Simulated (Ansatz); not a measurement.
# Residual resistivity of an alloy: Ir(111) with 4 layers of random Ir-Pd, 2x2

Wanted: resistance against the alloy's length, first Ir(111) with 4 layers of random Ir-Pd, 2x2.

Program: Ansatz 0.2.0. Level of theory: Ansatz plane-wave DFT, PBE, PAW files; ballistic transport by layer matching (Landauer), zero bias; PAW set soft_1. Results are calculated unless marked as measured.

**1. Set-up**

The cell holds 40 atoms: 38 Ir and 2 Pd. Cell: a = 5.430 Å, b = 5.430 Å, c = 22.222 Å, α = 93.5°, β = 86.5°, γ = 120.0°. It derives from Ir. Regions: lead, 24 atoms (24 Ir); scattering region, 16 atoms (14 Ir and 2 Pd). The structure is stacked along c, and the current runs across the ab planes.

**2. With 4 alloy layers**

In 4 layers a share of 0.125 of the sites is given to Pd at random. The layers about the cell's end stay perfect and serve as the lead. Energies from -0.05 to 0.05 eV in steps of 0.05 eV are too few for the program's thermal sum, so it prints no conductance; for a metal the transmission near the Fermi level serves, at a fraction of the cost.

input.yaml reads:

```yaml
crystal:
  lattice:
    - [5.4297315514, 0.0, 0.0]
    - [-2.7148657757, 4.7022854592, 0.0]
    - [1.3574328878, -0.7837142432, 22.1667862353]
  atoms:
    - { symbol: Ir, position: [0.9916666667, 0.0083333333, 0.05] }
    - { symbol: Ir, position: [0.9916666667, 0.5083333333, 0.05] }
    - { symbol: Ir, position: [0.4916666667, 0.0083333333, 0.05] }
    - { symbol: Ir, position: [0.4916666667, 0.5083333333, 0.05] }
    - { symbol: Ir, position: [0.1416666667, 0.3583333333, 0.15] }
    - { symbol: Ir, position: [0.1416666667, 0.8583333333, 0.15] }
    - { symbol: Ir, position: [0.6416666667, 0.3583333333, 0.15] }
    - { symbol: Ir, position: [0.6416666667, 0.8583333333, 0.15] }
    - { symbol: Ir, position: [0.2916666667, 0.2083333333, 0.25] }
    - { symbol: Ir, position: [0.2916666667, 0.7083333333, 0.25] }
    - { symbol: Ir, position: [0.7916666667, 0.2083333333, 0.25] }
    - { symbol: Ir, position: [0.7916666667, 0.7083333333, 0.25] }
    - { symbol: Ir, position: [0.9416666667, 0.0583333333, 0.35] }
    - { symbol: Ir, position: [0.9416666667, 0.5583333333, 0.35] }
    - { symbol: Ir, position: [0.4416666667, 0.0583333333, 0.35] }
    - { symbol: Ir, position: [0.4416666667, 0.5583333333, 0.35] }
    - { symbol: Ir, position: [0.0916666667, 0.4083333333, 0.45] }
    - { symbol: Ir, position: [0.0916666667, 0.9083333333, 0.45] }
    - { symbol: Ir, position: [0.5916666667, 0.4083333333, 0.45] }
    - { symbol: Ir, position: [0.5916666667, 0.9083333333, 0.45] }
    - { symbol: Ir, position: [0.2416666667, 0.2583333333, 0.55] }
    - { symbol: Ir, position: [0.2416666667, 0.7583333333, 0.55] }
    - { symbol: Ir, position: [0.7416666667, 0.2583333333, 0.55] }
    - { symbol: Ir, position: [0.7416666667, 0.7583333333, 0.55] }
    - { symbol: Pd, position: [0.8916666667, 0.1083333333, 0.65] }
    - { symbol: Ir, position: [0.8916666667, 0.6083333333, 0.65] }
    - { symbol: Ir, position: [0.3916666667, 0.1083333333, 0.65] }
    - { symbol: Pd, position: [0.3916666667, 0.6083333333, 0.65] }
    - { symbol: Ir, position: [0.0416666667, 0.4583333333, 0.75] }
    - { symbol: Ir, position: [0.0416666667, 0.9583333333, 0.75] }
    - { symbol: Ir, position: [0.5416666667, 0.4583333333, 0.75] }
    - { symbol: Ir, position: [0.5416666667, 0.9583333333, 0.75] }
    - { symbol: Ir, position: [0.1916666667, 0.3083333333, 0.85] }
    - { symbol: Ir, position: [0.1916666667, 0.8083333333, 0.85] }
    - { symbol: Ir, position: [0.6916666667, 0.3083333333, 0.85] }
    - { symbol: Ir, position: [0.6916666667, 0.8083333333, 0.85] }
    - { symbol: Ir, position: [0.8416666667, 0.1583333333, 0.95] }
    - { symbol: Ir, position: [0.8416666667, 0.6583333333, 0.95] }
    - { symbol: Ir, position: [0.3416666667, 0.1583333333, 0.95] }
    - { symbol: Ir, position: [0.3416666667, 0.6583333333, 0.95] }
kpoints:
  mp_grid: { grid: [5, 5, 1] }
hamiltonian:
  xc: pbe
  pseudopotentials: { kind: paw, azcp: { folder: soft_1 } }
scf:
  occupations: { method: fermi_dirac, width: 0.1 }
output:
  transmission:
    leads: [[0, 4]]
    kmesh: [10, 10]
    e_range: [-0.05, 0.05]
    de: 0.05
  write_potential: true
  write_density: true
  volumetric_format: npy
```

Started as:

```sh
> ansatz run input.yaml --threads 4 --pin off --max-ram 15360MiB --backend cpu --events-out ev --progress --plain --runs-dir out
```

Numbers of over 12 decimals in the logs are rounded to 6 here.

What it wrote:

```text
Engine: ansatz 0.2.0, aarch64-unknown-linux-gnu
Pseudopotentials: kind: paw
Pseudopotential: Ir, paw, valence charge 17, recommended cutoff 420 eV (normal), soft_1/Ir.paw.azcp
Pseudopotential: Pd, paw, valence charge 18, recommended cutoff 420 eV (normal), soft_1/Pd.paw.azcp
Functional definition: PBE
  parameter kappa = 0.804
  parameter beta = 0.066725
  exchange = pbe_x(kappa = kappa, mu = beta*pi^2/3)
  correlation = pbe_c(beta = beta)
Crystal: 40 atoms, lattice volume = 565.966 Å³
Basis set: ecut = 420 eV, 11009 PW (Γ)
Bands: 410, of which v1, the nominal top of the filled ones, is band 341 counted from 1 (340 counted from 0)
Symmetry: 8 space group operations
Space group: P2/m (ITA 10), of the structure as read, at distance tolerance 8.3e-5 Å
k-points: 9 of 25
Non-local potential: Ir, projectors of the file, l = 0: 3, l = 1: 2, l = 2: 2, l = 3: 1
Non-local potential: Pd, projectors of the file, l = 0: 2, l = 1: 2, l = 2: 2, l = 3: 1
PAW form: soft (Blöchl's): semilocal exchange-correlation on the pseudo side does not see the compensation charge
PAW one-centre angular grid: Ir, 590 points (default); XC on 64 Gauss nodes
PAW one-centre angular grid: Pd, 590 points (default); XC on 64 Gauss nodes
Initial density: superposition of atomic densities (chi_scale 0.1, normalization cell)
Initial wavefunctions: pseudopotential atomic-orbital guess
Functional: x = pbe(κ = 0.804, μ = 0.219515), c = pbe(β = 0.066725)
SCF iter   1: F=—  HF=-467572.076626 eV  |F-HF|=—  |Δ(HF+E_count)|=         —  Δρ=1.90e-1  dr2=1.05e3  ethr=3.10e-3  ⟨swp⟩=5.0  Hψ=11747  notcnv=0  defer=15
preconditioner: auto → Kerker (q_TF=auto, 2.814 Å⁻¹)  [metal: Δε(μ)=0.010 eV  Ē_g=7.292 eV  σ=0.100 eV  W_gap=0.02  n_scr=228 (ndim 8)  ℏωp=29.7 eV  f_vac=0.000  D(μ)=42.82/eV (n_scr^D=500)]
SCF iter   2: F=—  HF=-467551.272053 eV  |F-HF|=—  |Δ(HF+E_count)|=    2.08e1  Δρ=8.51e-2  dr2=2.24e2  ethr=3.10e-3  ⟨swp⟩=2.2  Hψ=7404  notcnv=0  defer=196
SCF iter   3: F=—  HF=-467545.579505 eV  |F-HF|=—  |Δ(HF+E_count)|=    5.69e0  Δρ=1.43e-2  dr2=2.97e0  ethr=3.10e-3  ⟨swp⟩=2.7  Hψ=5176  notcnv=0  defer=196
SCF iter   4: F=—  HF=-467545.159434 eV  |F-HF|=—  |Δ(HF+E_count)|=   4.20e-1  Δρ=7.06e-3  dr2=2.76e0  ethr=4.35e-4  ⟨swp⟩=2.0  Hψ=7392  notcnv=0  defer=200
SCF iter   5: F=—  HF=-467545.091467 eV  |F-HF|=—  |Δ(HF+E_count)|=   6.80e-2  Δρ=2.64e-3  dr2=2.25e-1  ethr=4.05e-4  ⟨swp⟩=1.0  Hψ=3489  notcnv=0  defer=200
SCF iter   6: F=—  HF=-467545.076710 eV  |F-HF|=—  |Δ(HF+E_count)|=   1.48e-2  Δρ=1.09e-3  dr2=1.79e-2  ethr=3.30e-5  ⟨swp⟩=1.3  Hψ=3577  notcnv=0  defer=201
SCF iter   7: F=—  HF=-467545.073979 eV  |F-HF|=—  |Δ(HF+E_count)|=   2.73e-3  Δρ=1.29e-4  dr2=1.73e-4  ethr=2.62e-6  ⟨swp⟩=2.0  Hψ=6206  notcnv=0  defer=201
SCF iter   8: F=—  HF=-467545.073932 eV  |F-HF|=—  |Δ(HF+E_count)|=   4.64e-5  Δρ=2.40e-5  dr2=1.71e-5  ethr=2.54e-8  ⟨swp⟩=2.0  Hψ=6175  notcnv=0  defer=201
SCF iter   9: F=—  HF=-467545.074281 eV  |F-HF|=—  |Δ(HF+E_count)|=   3.48e-4  Δρ=6.98e-6  dr2=1.28e-6  ethr=2.51e-9  ⟨swp⟩=1.0  Hψ=3593  notcnv=0  defer=201
SCF iter  10: F=—  HF=-467545.074281 eV  |F-HF|=—  |Δ(HF+E_count)|=   4.27e-8  Δρ=1.58e-6  dr2=1.03e-7  ethr=1.47e-11  ⟨swp⟩=9.0  Hψ=9692  notcnv=0
SCF iter  11: F=-467545.074281 eV  HF=-467545.074281 eV  |F-HF|=8.61e-9  |Δ(HF+E_count)|=   4.25e-9  Δρ=4.94e-7  dr2=9.14e-9  ethr=1.47e-11  ⟨swp⟩=2.0  Hψ=6455  notcnv=0
SCF 1 converged in 11 iterations: F = -467545.074281 eV  dr2 = 9.14e-9
  greatest PAW one-centre occupation: 1.000 electrons in one spin orbital (limit 2), on the Ir atom at site 30 (counted from 0), in its partial waves of l = 0
transmission: 124 of 1240 steps passed
transmission: 248 of 1240 steps passed
[...]
transmission: 1240 of 1240 steps passed
SCF converged after 11 iterations
Free energy (F): -467545.074281 eV
Harris-Foulkes:  -467545.074281 eV  (|F-HF|=8.61e-9)
Internal energy: -467543.857964 eV  (E = F + TS)
E sigma→0 (E₀):  -467544.466122 eV
Entropy (-TS):   -1.216317 eV (-30.408 meV/atom)
Fermi energy:    25.568519 eV
--- Per-component energies (eV) ---
  E_band       = -3390.253363
  E_kinetic    = 21435.919669
  E_local      = -45322.712973  (includes V_loc(G=0)·N_el)
  E_nonlocal   = 7956.193386
  E_hartree    = 17086.584211
  E_xc         = -9039.994528
  E_vxc        = -10123.635020  (∫ρ·V_xc dr)
  E_paw        = -359696.530480  (= ΣΔE_a)
  E_vpaw       = -11509.197906  (= ΣTr[D̂ρ^β])
  E_aug_tail   = 0.013425  (compensation charges beyond the density's cutoff)
  E_ewald      = -99963.330673
  E_smearing   = -1.216317  (= −TS)
  E_closure    = -0.000000  (closes the sum)
  Σ components = -467545.074281   (vs F -467545.074281, Δ=0.00e0)
--- Band table (eV; the first three rows and the last of 9) ---
  k-point 0: bands = [... 337 lower, 26.3025, 26.3651, 26.3802, 26.3891, 26.4583, 26.4586, 26.4594, 26.4598, ... 65 higher]
  k-point 1: bands = [... 337 lower, 25.8460, 25.8698, 25.8767, 25.8926, 25.9194, 25.9390, 26.0015, 26.0242, ... 65 higher]
  k-point 2: bands = [... 337 lower, 24.9280, 24.9424, 25.0397, 25.0801, 25.0853, 25.2207, 25.2534, 25.2631, ... 65 higher]
  k-point 8: bands = [... 337 lower, 24.7887, 24.8682, 24.8907, 24.9617, 25.0773, 25.2133, 25.2905, 25.3084, ... 65 higher]
--- Transmission ---
  basis      : 223 plane waves across, 40 finite elements along
  points     : 31, standing for a mesh of 10 x 10
  energies   : 3 from -0.050000 to 0.050000 eV about the Fermi level, 0.050000 eV apart; the leads are filled to 0.000000 eV, and channels, transmission and decay are at 0.000000 eV
  crystal 0  : Ir4, at the sites [0, 4], period 2.2167 Å, over 19.95 Å; its Hamiltonian steps by up to 5.6 meV
    offset         : up to 0.0000 Å between an atom of the period and one for which it stands
    channels       : 5.780000e0 a spin
    conductance    : none, the energies end too early or step too widely for 300 K: set another output.transmission.e_range or a lower de, or, where they end at an eighth of basis.ecutwfc, a higher one
  junction   : crystal 0 to crystal 0, 3.74 to 23.69 Å
    transmission   : 4.587603e0 a spin
    conductance    : none, the energies end too early or step too widely for 300 K: set another output.transmission.e_range or a lower de, or, where they end at an eighth of basis.ecutwfc, a higher one
```

The job ended after 3.7 min (4 threads of Arm Neoverse V1, shared host; peak memory 4.5 GiB; 14 min of CPU time).

The column dr2 measures how far the density is from self-consistency, as an energy; F and HF (Harris–Foulkes) agree once it is small.

This step gave:

| Item | Value |
| --- | --- |
| free energy | -467545.0743 eV |
| energy at zero smearing | -467544.4661 eV |
| Fermi energy | 25.57 eV |
| cell area | 25.53 Å² |
| transmission per spin nearest the Fermi level | 4.588 |
| open channels per spin nearest the Fermi level | 5.78 |
| step of the lead's potential | 5.6 meV |

Per spin. Transmission, zone mean against energy, zero at the Fermi level:

| energy (eV) | transmission, zone mean |
| --- | --- |
| -0.0500 | 4.74 |
| 0.0000 | 4.59 |
| 0.0500 | 4.81 |

Per spin. Table of open channels, zone mean, lead by energy, zero at the Fermi level:

| energy (eV) | open channels, zone mean, lead |
| --- | --- |
| -0.0500 | 5.9 |
| 0.0000 | 5.78 |
| 0.0500 | 6.14 |

Transmission over k1 and k2. At 0.0000 eV from the Fermi level.

Ten even steps from '_' (3.05) to '@' (6.90):
```
==--::__::++++==::==
::::++--++++--::--::
..__--..--::++__::==
++::++--@@@@--++--++
++++++::@@@@@@::++++
++++--++--@@@@--++::
..==::__++::--..--__
::::--::--++++--++::
====::==++++::__::--
--==::..++++++..::==
```
Columns: k1 (b1) from -0.5 to 0.4; rows upwards: k2 (b2) from -0.5 to 0.4.

Open channels over k1 and k2. At 0.0000 eV from the Fermi level.

Ten even steps from '_' (4.00) to '@' (8.00):
```
++++::__::++++++++++
::::++####++::::++++
::__##::::::##__::++
++::##::@@@@::##::++
++++++::@@@@@@::++++
++++::##::@@@@::##::
::++::__##::::::##__
::++++::::++####++::
++++++++++++::__::++
++++::::++++++::::++
```
Columns: k1 (b1) from -0.5 to 0.4; rows upwards: k2 (b2) from -0.5 to 0.4.

Over the solved energies the transmission per spin lies between 4.59 and 4.81, out of 5.94 channels of the lead on average (up to 6.14).

**3. With 8 alloy layers**

In 8 layers a share of 0.125 of the sites is given to Pd at random. A fresh draw is used; the growth of the resistance with length is what counts.

System of this step: Ir(111) with 8 layers of random Ir-Pd, 2x2. The cell holds 56 atoms: 52 Ir and 4 Pd. Cell: a = 5.430 Å, b = 5.430 Å, c = 31.073 Å, α = 87.5°, β = 92.5°, γ = 120.0°. It derives from Ir. Regions: lead, 24 atoms (24 Ir); scattering region, 32 atoms (28 Ir and 4 Pd). The structure is stacked along c, and the current runs across the ab planes.

input.yaml reads:

```yaml
crystal:
  lattice:
    - [5.4297315514, 0.0, 0.0]
    - [-2.7148657757, 4.7022854592, 0.0]
    - [-1.3574328878, 0.7837142432, 31.0335007294]
  atoms:
    - { symbol: Ir, position: [0.005952381, 0.994047619, 0.0357142857] }
    - { symbol: Ir, position: [0.005952381, 0.494047619, 0.0357142857] }
    - { symbol: Ir, position: [0.505952381, 0.994047619, 0.0357142857] }
    - { symbol: Ir, position: [0.505952381, 0.494047619, 0.0357142857] }
    - { symbol: Ir, position: [0.1845238095, 0.3154761905, 0.1071428571] }
    - { symbol: Ir, position: [0.1845238095, 0.8154761905, 0.1071428571] }
    - { symbol: Ir, position: [0.6845238095, 0.3154761905, 0.1071428571] }
    - { symbol: Ir, position: [0.6845238095, 0.8154761905, 0.1071428571] }
    - { symbol: Ir, position: [0.3630952381, 0.1369047619, 0.1785714286] }
    - { symbol: Ir, position: [0.3630952381, 0.6369047619, 0.1785714286] }
    - { symbol: Ir, position: [0.8630952381, 0.1369047619, 0.1785714286] }
    - { symbol: Ir, position: [0.8630952381, 0.6369047619, 0.1785714286] }
    - { symbol: Ir, position: [0.0416666667, 0.9583333333, 0.25] }
    - { symbol: Ir, position: [0.0416666667, 0.4583333333, 0.25] }
    - { symbol: Pd, position: [0.5416666667, 0.9583333333, 0.25] }
    - { symbol: Ir, position: [0.5416666667, 0.4583333333, 0.25] }
    - { symbol: Ir, position: [0.2202380952, 0.2797619048, 0.3214285714] }
    - { symbol: Ir, position: [0.2202380952, 0.7797619048, 0.3214285714] }
    - { symbol: Ir, position: [0.7202380952, 0.2797619048, 0.3214285714] }
    - { symbol: Ir, position: [0.7202380952, 0.7797619048, 0.3214285714] }
    - { symbol: Ir, position: [0.3988095238, 0.1011904762, 0.3928571429] }
    - { symbol: Ir, position: [0.3988095238, 0.6011904762, 0.3928571429] }
    - { symbol: Ir, position: [0.8988095238, 0.1011904762, 0.3928571429] }
    - { symbol: Ir, position: [0.8988095238, 0.6011904762, 0.3928571429] }
    - { symbol: Ir, position: [0.0773809524, 0.9226190476, 0.4642857143] }
    - { symbol: Ir, position: [0.0773809524, 0.4226190476, 0.4642857143] }
    - { symbol: Ir, position: [0.5773809524, 0.9226190476, 0.4642857143] }
    - { symbol: Ir, position: [0.5773809524, 0.4226190476, 0.4642857143] }
    - { symbol: Pd, position: [0.255952381, 0.244047619, 0.5357142857] }
    - { symbol: Ir, position: [0.255952381, 0.744047619, 0.5357142857] }
    - { symbol: Ir, position: [0.755952381, 0.244047619, 0.5357142857] }
    - { symbol: Ir, position: [0.755952381, 0.744047619, 0.5357142857] }
    - { symbol: Ir, position: [0.4345238095, 0.0654761905, 0.6071428571] }
    - { symbol: Ir, position: [0.4345238095, 0.5654761905, 0.6071428571] }
    - { symbol: Ir, position: [0.9345238095, 0.0654761905, 0.6071428571] }
    - { symbol: Ir, position: [0.9345238095, 0.5654761905, 0.6071428571] }
    - { symbol: Ir, position: [0.1130952381, 0.8869047619, 0.6785714286] }
    - { symbol: Ir, position: [0.1130952381, 0.3869047619, 0.6785714286] }
    - { symbol: Pd, position: [0.6130952381, 0.8869047619, 0.6785714286] }
    - { symbol: Ir, position: [0.6130952381, 0.3869047619, 0.6785714286] }
    - { symbol: Ir, position: [0.2916666667, 0.2083333333, 0.75] }
    - { symbol: Ir, position: [0.2916666667, 0.7083333333, 0.75] }
    - { symbol: Ir, position: [0.7916666667, 0.2083333333, 0.75] }
    - { symbol: Pd, position: [0.7916666667, 0.7083333333, 0.75] }
    - { symbol: Ir, position: [0.4702380952, 0.0297619048, 0.8214285714] }
    - { symbol: Ir, position: [0.4702380952, 0.5297619048, 0.8214285714] }
    - { symbol: Ir, position: [0.9702380952, 0.0297619048, 0.8214285714] }
    - { symbol: Ir, position: [0.9702380952, 0.5297619048, 0.8214285714] }
    - { symbol: Ir, position: [0.1488095238, 0.8511904762, 0.8928571429] }
    - { symbol: Ir, position: [0.1488095238, 0.3511904762, 0.8928571429] }
    - { symbol: Ir, position: [0.6488095238, 0.8511904762, 0.8928571429] }
    - { symbol: Ir, position: [0.6488095238, 0.3511904762, 0.8928571429] }
    - { symbol: Ir, position: [0.3273809524, 0.1726190476, 0.9642857143] }
    - { symbol: Ir, position: [0.3273809524, 0.6726190476, 0.9642857143] }
    - { symbol: Ir, position: [0.8273809524, 0.1726190476, 0.9642857143] }
    - { symbol: Ir, position: [0.8273809524, 0.6726190476, 0.9642857143] }
kpoints:
  mp_grid: { grid: [5, 5, 1] }
hamiltonian:
  xc: pbe
  pseudopotentials: { kind: paw, azcp: { folder: soft_1 } }
scf:
  occupations: { method: fermi_dirac, width: 0.1 }
output:
  transmission:
    leads: [[0, 4]]
    kmesh: [10, 10]
    e_range: [-0.05, 0.05]
    de: 0.05
  write_potential: true
  write_density: true
  volumetric_format: npy
```

What it wrote:

```text
[...]
Crystal: 56 atoms, lattice volume = 792.352 Å³
Basis set: ecut = 420 eV, 15385 PW (Γ)
Bands: 574, of which v1, the nominal top of the filled ones, is band 478 counted from 1 (477 counted from 0)
Symmetry: 2 space group operations
[...]
k-points: 9 of 25 (time reversal used)
[...]
SCF iter   1: F=—  HF=-648656.450889 eV  |F-HF|=—  |Δ(HF+E_count)|=         —  Δρ=2.28e-1  dr2=1.77e3  ethr=3.10e-3  ⟨swp⟩=5.0  Hψ=15944  notcnv=0  defer=79
[...]
SCF iter  12: F=-648605.287858 eV  HF=-648605.287858 eV  |F-HF|=2.89e-8  |Δ(HF+E_count)|=   1.09e-8  Δρ=5.94e-7  dr2=3.00e-8  ethr=1.05e-11  ⟨swp⟩=8.7  Hψ=12967  notcnv=0
SCF 1 converged in 12 iterations: F = -648605.287858 eV  dr2 = 3.00e-8
[...]
transmission: 175 of 1736 steps passed
transmission: 349 of 1736 steps passed
[...]
transmission: 1736 of 1736 steps passed
SCF converged after 12 iterations
Free energy (F): -648605.287858 eV
[...]
Internal energy: -648603.347120 eV  (E = F + TS)
E sigma→0 (E₀):  -648604.317489 eV
Entropy (-TS):   -1.940738 eV (-34.656 meV/atom)
Fermi energy:    25.453455 eV
[...]
--- Band table (eV; the first three rows and the last of 9) ---
  k-point 0: bands = [... 474 lower, 26.1790, 26.2012, 26.2884, 26.2902, 26.3179, 26.3349, 26.3552, 26.3558, ... 92 higher]
  k-point 1: bands = [... 474 lower, 25.7429, 25.7511, 25.7643, 25.7765, 25.7908, 25.8231, 25.8339, 25.8508, ... 92 higher]
  k-point 2: bands = [... 474 lower, 24.8598, 24.8793, 24.9782, 25.0029, 25.0328, 25.0806, 25.2013, 25.2087, ... 92 higher]
  k-point 8: bands = [... 474 lower, 24.7887, 24.9067, 24.9498, 24.9632, 25.0144, 25.0987, 25.1728, 25.2277, ... 92 higher]
--- Transmission ---
  basis      : 223 plane waves across, 56 finite elements along
  points     : 31, standing for a mesh of 10 x 10
[...]
channels       : 5.780000e0 a spin
[...]
junction   : crystal 0 to crystal 0, 0.70 to 29.51 Å
    transmission   : 3.705602e0 a spin
[...]
```

Wall time 9.5 min (4 threads); peak memory 8.2 GiB.

This step gave:

- free energy: -648605.2879 eV
- energy at zero smearing: -648604.3175 eV
- Fermi energy: 25.45 eV
- transmission per spin nearest the Fermi level: 3.706
- step of the lead's potential: 26.6 meV

Per spin. The transmission, zone mean by energy, zero at the Fermi level:

| energy (eV) | transmission, zone mean |
| --- | --- |
| -0.0500 | 3.90 |
| 0.0000 | 3.71 |
| 0.0500 | 3.75 |

Over the solved energies the transmission per spin lies between 3.71 and 3.90, out of 5.94 channels of the lead on average (up to 6.14). The log calls the step of a lead's potential too much.

(Part 1 of 2 ends here.)

[Logs are printed without paths, hosts, clocks, repeated set-up lines and the standing remarks that a program may print on its own settings, such as how far it seeks lower states.]

[Hosts, paths, dates, database ids (printed as entryN), source tags and the programs' standing remarks are cut or masked in the printed files.]
